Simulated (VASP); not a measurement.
Here is a VASP 6.6.1 calculation.

The input INCAR:

```
PREC     = Accurate       # precision mode
ENCUT    = 520            # plane-wave cutoff, eV
EDIFF    = 1E-7           # SCF threshold, eV
ISMEAR   = 0              # smearing method
SIGMA    = 0.1            # smearing width, eV
LREAL    = False          # projectors in reciprocal space
LASPH    = True           # aspherical terms in the spheres
NELM     = 100            # most SCF steps
ALGO     = Normal         # electronic algorithm
ISIF     = 2              # what is computed and relaxed
LWAVE    = False          # write WAVECAR
LCHARG   = True           # write CHGCAR
GGA      = PS             # functional
LELF     = True           # ELF
LVHAR    = True         
NBANDS   = 24             # bands
```

File KPOINTS:

```
regular mesh
0
Gamma
  6 6 4
```

File POSCAR:

```
TaN
1.0
    3.0500010905      0.0000000000      0.0000000000
   -1.5250005453      2.6413784260      0.0000000000
    0.0000000000      0.0000000000      4.9400000000
Ta N
2 2
Direct
    0.3333333333      0.6666666667      0.0000000000
    0.6666666667      0.3333333333      0.5000000000
    0.3333333333      0.6666666667      0.3850000000
    0.6666666667      0.3333333333      0.8850000000
```

Potentials or basis: VASP PAW PBE potentials, release 64 (Ta_pv, N).

Launch:

```console
$ cat potpaw_PBE.64/Ta_pv/POTCAR potpaw_PBE.64/N/POTCAR > POTCAR
$ mpirun -np 1 vasp_std > vasp.out
```

Estimate the largest force.

2.292 eV/Å.

Predict the band gap on the k mesh.

none (metal or under the smearing width).

Estimate the pressure.

130.0 GPa.

Stress tensor (GPa, compression positive):
```
138.74   0.00   0.00
  0.00 138.74   0.00
  0.00   0.00 112.66
```

Caveat: the k mesh is coarse (spacing up to 0.40 Å⁻¹), so the values aren't converged; a pressure of tens of GPa on the cell as given is suspect, and the run, the potentials or the cell itself is likely at fault; the PAW data sets were made with another functional, which shifts forces and pressure a little. The run has no spin-orbit coupling, so splittings on Ta are missing.
